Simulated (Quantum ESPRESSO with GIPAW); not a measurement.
# 31P and 11B NMR shieldings of BP (F-43m) under strain along [001], GIPAW with PBEsol

The usual rule of thumb is that a nucleus loses shielding when the bonds around it lengthen. We test it on BP (F-43m), strained along [001] with the in-plane dimensions held fixed, and ask how far it holds once the direction of the magnetic field matters. The question bears on strained films and imperfect crystals, where a spread of strains shifts and broadens NMR lines. We calculate absolute isotropic shieldings of 31P and 11B with GIPAW and PBEsol for a static lattice, together with the axial part, which is the shielding for a field along [001] minus the isotropic value. Changes are measured against the unstrained starting cell, and tension counts as positive strain.

## Calculations

One crystal, BP (F-43m) (known phase), strained from its starting cell (the cell of the entry); all shielding runs share files, cutoffs and k divisions. Shieldings by GIPAW with PBEsol in Quantum ESPRESSO with gipaw.x (a patched development version 8.0), plane-wave PAW files from pslibrary 1.0.0 recipes, scalar-relativistic cores, no spin-orbit coupling, no spin; in these runs cutoffs 55 Ry, k spacing 0.19 Å⁻¹ (2π included) or finer. The macroscopic shape term was treated afterwards and alike for all rows, whichever way its switch stood in a run: any printed term was subtracted, and where a column says so that of a sphere was added from the printed susceptibility. Static atoms. The first shell of a cation holds the anions within 1.2 times its shortest bond (1.3 for large cations, and wider where that leaves a large cation fewer than four or five); that of an anion holds the cations whose shells include it; covalently bonded atoms count in both. Relaxed geometries were made with pw.x of Quantum ESPRESSO (PBEsol), at cutoffs of 50 Ry, on the k meshes 13×13×13. k meshes of the tabled runs: 13×13×13. In some ground-state or relaxation runs pw.x warned of eigenvalues not converged in a step; every run reached its self-consistency threshold.

Notes on method and selection:

- Shielding and shift run in opposite directions: δ ≈ σ(reference) − σ.
- Static lattice: no motional averaging.
- The dimensions named as kept were held fixed: no Poisson relaxation.
- Of the rows, the total energy is lowest at -1 % strain; zero strain is the starting cell.
- These shielding methods need a band gap: all members are semiconductors or insulators at this level. The paramagnetic part grows as the gap narrows, and semilocal functionals make gaps too small. Runs that missed the f-sum rule by more than 0.015 electrons for each three atoms, or whose printed susceptibility was strongly positive, were left out.
- Runs that did not converge, have known faults or may not be shown are not listed, and runs on Ansatz's PAW sets soft_1 and soft_2 are kept to separate tables.

Columns:

- strain (%): linear strain, positive for tension: strain along [001], plane kept.
- bond length (Å): mean distance from P to its first shell.
- positions: atomic positions in the strained cell.
- σ(31P) (ppm): isotropic 31P shielding (PB4, atom 1 of the cell), absolute scale, with the macroscopic shape term taken out.
- σ(11B) (ppm): the same for 11B (BP4, atom 2).
- axial part, 31P (ppm): 31P shielding for a field along [001] minus its isotropic value; the site is axial about [001].
- axial part, 11B (ppm): 11B shielding for a field along [001] minus its isotropic value; the site is axial about [001].

Input lines of one member:

```
&inputgipaw
  job = 'nmr'
  prefix = 'x'
  tmp_dir = './tmp/'
  restart_mode = 'from_scratch'
  verbosity = 'low'
  q_gipaw = 0.01
  spline_ps = .true.
  conv_threshold = 1.0d-11
  use_nmr_macroscopic_shape = .false.
  pawproj(1) = .true.
  pawproj(2) = .true.
/
```

Command (options for logging and memory left out): `mpirun -np 4 gipaw.x -in nmr.in > nmr.out`

## The series

| member | strain (%) | bond length (Å) | positions | σ(31P) (ppm) | σ(11B) (ppm) | axial part, 31P (ppm) | axial part, 11B (ppm) |
| --- | --- | --- | --- | --- | --- | --- | --- |
| −2 % | −2.0 | 1.9520 | relaxation in this cell moved no atom | 437.81 | 126.80 | 20.92 | 3.80 |
| −1.5 % | −1.5 | 1.9552 | relaxation in this cell moved no atom | 436.43 | 126.11 | 15.69 | 2.85 |
| −1 % | −1.0 | 1.9585 | relaxation in this cell moved no atom | 434.99 | 125.42 | 10.46 | 1.90 |
| unstrained | 0.0 | 1.9650 | fractional positions of the starting cell | 431.92 | 124.00 | 0.00 | 0.00 |
| +0.5 % | 0.5 | ? | relaxation in this cell moved no atom | ? | ? | ? | ? |
| +1 % | 1.0 | 1.9716 | relaxation in this cell moved no atom | 428.61 | 122.54 | −10.44 | −1.91 |
| +2 % | 2.0 | 1.9782 | relaxation in this cell moved no atom | 425.10 | 121.04 | −20.87 | −3.83 |

Cells marked ? are withheld until the estimate has been made.

Least-squares fits to the members shown, with x = strain (%); R² and errors in the fitted variable (y, or ln y where the fit is in ln y):

| y | members | fit | R² | rms residual | leave-one-out rms | the same for the mean of the others |
| --- | --- | --- | --- | --- | --- | --- |
| σ(31P) (ppm) | 6 | y = 431.68 − 3.1773 x | 1.00 | 0.18 | 0.32 | 5.4 |
| σ(11B) (ppm) | 6 | y = 123.96 − 1.4389 x | 1.00 | 0.031 | 0.055 | 2.4 |

## Reading the trend

For the isotropic shielding the rule holds in every row shown: both nuclei lose shielding as the cell is stretched, so their chemical shifts rise. Between −1 % and +1 % the slope for 31P is (428.61 − 434.99) / 2 = −3.19 ppm per % strain, and for 11B it is (122.54 − 125.42) / 2 = −1.44 ppm per %.

In a cubic crystal, symmetry lets the isotropic shielding respond to first order only to the change of volume, and the axial part only to the change of shape. With the plane kept, 1 % strain is also 1 % in volume. A lateral contraction under tension would therefore weaken the isotropic response and strengthen the axial one.

The axial part vanishes in the cubic cell and changes sign with the strain. Its slope for 31P is (−10.44 − 10.46) / 2 = −10.45 ppm per %, about three times the isotropic slope; for 11B it is only −1.91 ppm per %.

The rule fails for 31P when the field lies in the plane. That shielding is the isotropic value minus half the axial part: at +1 % it is 428.61 + 10.44 / 2 = 433.83 ppm, which is 1.91 ppm above the unstrained value, although the bonds are longer. For a field along [001] it is 428.61 − 10.44 = 418.17 ppm, a fall of 431.92 − 418.17 = 13.75 ppm. For 11B the rule survives even with the field in the plane: at +1 % that shielding is 122.54 + 1.91 / 2 = 123.495 ppm, still below the unstrained 124.00 ppm.

The isotropic change of 31P lies almost wholly in the paramagnetic augmentation part, that is, in currents close to the nucleus. Longer bonds have a smaller bonding–antibonding splitting, which strengthens these currents and lowers the shielding. For 11B the larger share comes from the bare plane-wave part. The anisotropy may arise because tension tilts the bonds towards [001] and weakens the in-plane p bonding, through which a field along [001] acts.

## Estimating the withheld member

Plain estimates from the members shown:

- +0.5 %, fit at x = 0.5: 430.09 ppm
- +0.5 %, straight-line interpolation between unstrained and +1 %: w = (0.5 − 0.0) / (1.0 − 0.0) = 0.500, so 431.92 + 0.500 × (428.61 − 431.92) = 430.26 ppm

The 31P shielding falls faster as tension grows: by 434.99 − 431.92 = 3.07 ppm from −1 % to zero, and by 431.92 − 428.61 = 3.31 ppm from zero to +1 %. The least-squares line ignores this bend, and the straight interpolation cuts beneath it, so we use a parabola through the rows at −1 %, 0 and +1 %. Symmetry fixes both atoms on their sites, so no internal displacement can disturb a smooth curve.

The linear coefficient is −3.19 ppm per %, and the quadratic one is (428.61 + 434.99 − 2 × 431.92) / 2 = −0.12 ppm per %². At +0.5 % this gives 431.92 − 3.19 × 0.5 − 0.12 × 0.5 × 0.5 = 430.295 ppm, which is 0.03 ppm above the straight interpolation.

The three rows not used to build the parabola test it:

- At −1.5 % it gives 431.92 + 3.19 × 1.5 − 0.12 × 1.5 × 1.5 = 436.435 ppm against 436.43 ppm in the table.
- At −2 % it gives 431.92 + 3.19 × 2 − 0.12 × 2 × 2 = 437.82 ppm against 437.81 ppm, so the eigenvalue warning in that ground-state run has left no visible mark on the shielding.
- At +2 % it gives 431.92 − 3.19 × 2 − 0.12 × 2 × 2 = 425.06 ppm against 425.10 ppm.

The root-mean-square miss is 0.02 ppm. We take this as the standard deviation; it is probably somewhat cautious, because the tests lie outside the three fitted points and the estimate lies between them.

**Committed estimate, +0.5 %: σ(31P) = 430.30 ± 0.02 ppm.**

## Outcome

| member | strain (%) | bond length (Å) | positions | σ(31P) (ppm) | σ(11B) (ppm) | axial part, 31P (ppm) | axial part, 11B (ppm) |
| --- | --- | --- | --- | --- | --- | --- | --- |
| +0.5 % | 0.5 | 1.9683 | relaxation in this cell moved no atom | 430.29 | 123.27 | −5.22 | −0.95 |

| member | estimate | σ(31P) (ppm) | computed | estimate − computed | miss in error bars |
| --- | --- | --- | --- | --- | --- |
| +0.5 % | committed | 430.30 | 430.29 | +0.01 | 0.5 |
| +0.5 % | fit | 430.09 | 430.29 | −0.20 |  |
| +0.5 % | interpolation | 430.26 | 430.29 | −0.03 |  |

The estimate of 430.30 ppm lies 0.01 ppm above the computed 430.29 ppm, inside the error bar of 0.02 ppm. The straight interpolation was 0.03 ppm too low and the least-squares line 0.20 ppm too low. The argument from curvature therefore held, although its gain over the interpolation is far too small to matter in a measured spectrum.

The new row also bears out the exception to the rule of thumb. Its axial part of −5.22 ppm is half that at +1 %, as a response linear in the strain requires. For a field in the plane the 31P shielding is 430.29 + 5.22 / 2 = 432.90 ppm, which is 432.90 − 431.92 = 0.98 ppm above the unstrained value despite the longer bonds.

This smooth behaviour is what we expect when only the cell shape and volume change. It says nothing new about our explanation of the anisotropy by weakened in-plane p bonding, which remains a conjecture.

## Members off the line

Least-squares fits to the whole series, with x = strain (%); R² and errors in the fitted variable (y, or ln y where the fit is in ln y):

| y | members | fit | R² | rms residual | leave-one-out rms | the same for the mean of the others |
| --- | --- | --- | --- | --- | --- | --- |
| σ(31P) (ppm) | 7 | y = 431.71 − 3.1671 x | 1.00 | 0.18 | 0.30 | 4.9 |
| σ(11B) (ppm) | 7 | y = 123.963 − 1.43734 x | 1.00 | 0.030 | 0.051 | 2.2 |

Largest departures from the fit to the whole series:

| member | σ(31P) (ppm) | fit | computed − fit | in rms residuals |
| --- | --- | --- | --- | --- |
| +2 % | 425.10 | 425.38 | −0.28 | 1.6 |
| −2 % | 437.81 | 438.04 | −0.23 | 1.3 |
| unstrained | 431.92 | 431.71 | +0.21 | 1.2 |
| +0.5 % | 430.29 | 430.13 | +0.16 | 0.9 |

No row stands out: the largest departures from the straight line, −0.28 ppm at +2 % and −0.23 ppm at −2 %, lie below it at both ends, while the unstrained row lies 0.21 ppm above it, which is the pattern of a curve fitted by a line. The parabola used for the estimate brings the miss at +2 % down to 0.04 ppm and that at −2 % to 0.01 ppm. A possible cause of the bend is that the paramagnetic part varies inversely with the bonding–antibonding splitting, so that each further stretch lowers the shielding by a little more.

## Closing remarks

Between −2 % and +2 % strain along [001], with the plane kept, both isotropic shieldings fall with tension, and a parabola through three rows gives the others for 31P to within 0.04 ppm.

For a static crystal the direction of the field matters more. With the field along [001], the 31P shielding changes by −3.19 − 10.45 = −13.64 ppm per %, so 0.1 % tension raises the shift by about 1.4 ppm. With the field in the plane, the change is −3.19 + 10.45 / 2 = +2.04 ppm per %, and the same tension lowers the shift by about 0.2 ppm.

For 11B, strain also creates an electric field gradient at the nucleus. The resulting quadrupole splitting moves the satellite lines to both sides of the central line, probably by much more than the 5.76 ppm that the isotropic shielding spans here.

[Logs are printed without paths, hosts, clocks, repeated set-up lines and the standing remarks that a program may print on its own settings, such as how far it seeks lower states.]
